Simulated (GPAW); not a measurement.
Wanted: an ASE script for a GPAW 26.7.0 run.

```
Task                : single point
Functional          : r2SCAN
Potentials or basis : GPAW PAW data sets (gpaw-data 1.2.1)
Cutoff              : 600 eV
Basis               : pw
k mesh              : 8 × 8 × 4
Occupations         : fermi-dirac, width 0.05 eV
Spin                : no spin polarisation
Maxiter             : 120
Convergence         : default
```

The structure of SiC (Moissanite) lies in SiC.cif:

```cif
data_SiC
_cell_length_a 3.15593161
_cell_length_b 3.15593161
_cell_length_c 5.17917515
_cell_angle_alpha 90.00000000
_cell_angle_beta 90.00000000
_cell_angle_gamma 120.00000000
_space_group_name_H-M_alt 'P6_3mc'
_space_group_name_Hall 'P 6c -2c'
_space_group_IT_number 186
loop_
_space_group_symop_operation_xyz
'x,y,z'
'x-y,x,z+1/2'
'-y,x-y,z'
'-x,-y,z+1/2'
'-x+y,-x,z'
'y,-x+y,z+1/2'
'y,x,z+1/2'
'x,x-y,z'
'x-y,-y,z+1/2'
'-y,-x,z'
'-x,-x+y,z+1/2'
'-x+y,y,z'
loop_
_atom_site_label
_atom_site_type_symbol
_atom_site_symmetry_multiplicity
_atom_site_Wyckoff_symbol
_atom_site_fract_x
_atom_site_fract_y
_atom_site_fract_z
_atom_site_occupancy
Si1 Si 2 b 0.6666666667 0.3333333333 0.5000000000 1
C1 C 2 b 0.6666666667 0.3333333333 0.8850000000 1
```

The cell isn't the ideal one: volume scaled by 1.08.

These files were run (other wordings do the same):

run.py

```python
from ase.dft.bandgap import bandgap
from ase.io import read, write
from ase.units import GPa
from gpaw import GPAW, PW

atoms = read('SiC.cif')

calc = GPAW(mode=PW(600),
            xc='MGGA_X_R2SCAN+MGGA_C_R2SCAN',
            kpts={'size': (8, 8, 4), 'gamma': True},
            occupations={'name': 'fermi-dirac', 'width': 0.05},
            nbands=18,
            maxiter=120,
            txt='gpaw.txt')
atoms.calc = calc
energy = atoms.get_potential_energy()
forces = atoms.get_forces()
stress = atoms.get_stress()
calc.write('gs.gpw')
write('result.traj', atoms)
print(f'Energy: {energy:.6f} eV')
print('Forces (eV/A):')
print(forces.round(4))
print('Stress (GPa):', (stress / GPa).round(3))
print('Fermi level:', round(calc.get_fermi_level(), 4), 'eV')
print(f'Gap: {bandgap(calc)[0]:.4f} eV, direct: {bandgap(calc, direct=True)[0]:.4f} eV')
```

Potentials or basis: GPAW PAW data sets (gpaw-data 1.2.1), pw.

Run with:

```bash
$ OMP_NUM_THREADS=1 python run.py
```

It gave:

- Pressure: -13.8 GPa
- Largest force: 0.662 eV/Å
- Band gap on the k mesh: 2.86 eV, indirect (least direct gap 4.42 eV)

Caveat: the cutoff is short for stress and forces, so pressures can be off by a GPa or more; the PAW data sets were made with another functional, which shifts forces and pressure a little.

Run time: 56 s on 1 thread of Arm Neoverse V1, with other jobs on the host, peak memory 0.21 GiB.
